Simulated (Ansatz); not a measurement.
**Au under changes of volume**

One of the cells (17.651 Å³/atom); the others are scaled copies at fixed shape and fractional positions:

```xyz
2
Lattice="1.4113 -2.5559 0.0000 1.4113 2.5559 0.0000 0.0000 0.0000 4.8932" Properties=species:S:1:pos:R:3 pbc="T T T"
Au    1.4113    0.8451    1.2233
Au    1.4113   -0.8451    3.6699
```

This isn't the form of Au at room conditions, which is fcc.

| Item | Value |
| --- | --- |
| Program | Ansatz 0.2.0 |
| Functional | PBEsol |
| Potentials or basis | JTH PAW |
| Cutoff | 750 eV (not typed: the program's choice for these potentials) |
| k mesh | 11 × 11 × 6 |
| Occupations | fermi-dirac, width 0.05 eV |
| Spin | no spin polarisation |

```tsv
volume (Å³/atom)	energy over the lowest point (meV/atom)	pressure (GPa)	largest force (eV/Å)
16.592	8.66	6.0	0.045
16.945	0.11	1.9	0.037
17.298	0.00	-1.7	0.029
17.651	7.22	-4.8	0.022
18.004	?	?	?
18.357	39.84	-9.8	0.007
18.710	63.64	-11.8	0.000
```

**Question.** What does the run at 18.004 Å³/atom give?

**Answer.** Energy over the lowest point 20.78 meV/atom; pressure -7.5 GPa; largest force 0.014 eV/Å.

Worked out: A Birch-Murnaghan fit of order 3 (a polynomial in V^(-2/3)) to the other rows has its minimum at 17.12 Å³/atom with B0 = V·E''(V) = 173 GPa and B' = 5.9 at fixed shape and positions, which overstates the stiffness. It gives 20.78 meV/atom at 18.004 Å³/atom, against the run's 20.78, and -dE/dV = -7.5 GPa, against -7.5.

Energies are extrapolated to zero smearing.
